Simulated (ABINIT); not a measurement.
Set up this calculation in ABINIT 10.8.3 (patched build), as the native input.

```
Task                : band structure
Functional          : AM05
Potentials or basis : JTH PAW PBE v2.0
Cutoff              : 844 eV
k mesh              : 10 × 10 × 6
Occupations         : fermi-dirac, width 0.05 eV
Spin                : no spin polarisation
Fine-grid cutoff    : 1442.2 eV
```

AlN:

```
Al N
1.0
     3.11300    0.00000    0.00000
    -1.55650    2.69594    0.00000
     0.00000    0.00000    4.98100
Al N
2 2
Direct
  0.66667 0.33333 0.50000
  0.33333 0.66667 0.00000
  0.66667 0.33333 0.88000
  0.33333 0.66667 0.38000
```

One way to write it, as run:

run.abi

```
# Datasets: ground state, then fixed potential
ndtset 2

# Pseudopotentials
pp_dirpath "./"
pseudos "Al.GGA_PBE-JTH.xml, N.GGA_PBE-JTH.xml"

# Structure
acell 3*1.0 Angstrom
rprim
     3.1130000000     0.0000000000     0.0000000000
    -1.5565000000     2.6959370820     0.0000000000
     0.0000000000     0.0000000000     4.9810000000
ntypat 2
znucl 13 7
natom 4
typat 1 1 2 2
xred
     0.6666666667     0.3333333333     0.5000000000
     0.3333333333     0.6666666667     0.0000000000
     0.6666666667     0.3333333333     0.8800000000
     0.3333333333     0.6666666667     0.3800000000

# Plane-wave basis
ecut 31.0
pawecutdg 53.0
pawxcdev 0

# Exchange and correlation
ixc -120135

# Bands and occupations
occopt 3
tsmear 0.05 eV

# SCF cycle
nstep 100

# Output
iomode 3
prtwf 0
prteig 0
prtebands 0
enunit 1
prtden1 1
prtvha1 1
prtvclmb1 1
prtpot1 1

# Dataset 1
kptopt1 1
ngkpt1 10 10 6
nshiftk1 1
shiftk1 0.0 0.0 0.0
nband1 12
tolvrs1 1.0e-9

# Dataset 2: bands along G-M-K-G-A-L-H-A
iscf2 -2
getden2 1
nband2 18
nbdbuf2 4
tolwfr2 1.0e-11
kptopt2 -7
ndivsm2 5
prteig2 1
kptbounds2
     0.0000000000     0.0000000000     0.0000000000
     0.5000000000     0.0000000000     0.0000000000
     0.3333333333     0.3333333333     0.0000000000
     0.0000000000     0.0000000000     0.0000000000
     0.0000000000     0.0000000000     0.5000000000
     0.5000000000     0.0000000000     0.5000000000
     0.3333333333     0.3333333333     0.5000000000
     0.0000000000     0.0000000000     0.5000000000
```

Potentials or basis: JTH PAW PBE v2.0.

The run is started by

```bash
$ abinit run.abi > log 2>&1
```

It gave:

- Pressure: 1.5 GPa
- Largest force: 0.137 eV/Å
- Band gap on the k mesh: 4.18 eV, direct
- Band gap along the path: 4.18 eV, direct
- Valence electrons inside the program's atomic spheres: Al 0.90; N 2.61

Caveat: the PAW data sets were made with another functional, which shifts forces and pressure a little.

Run time: 72 s on 1 thread of Arm Neoverse V2, on a shared host, peak memory 0.15 GiB.
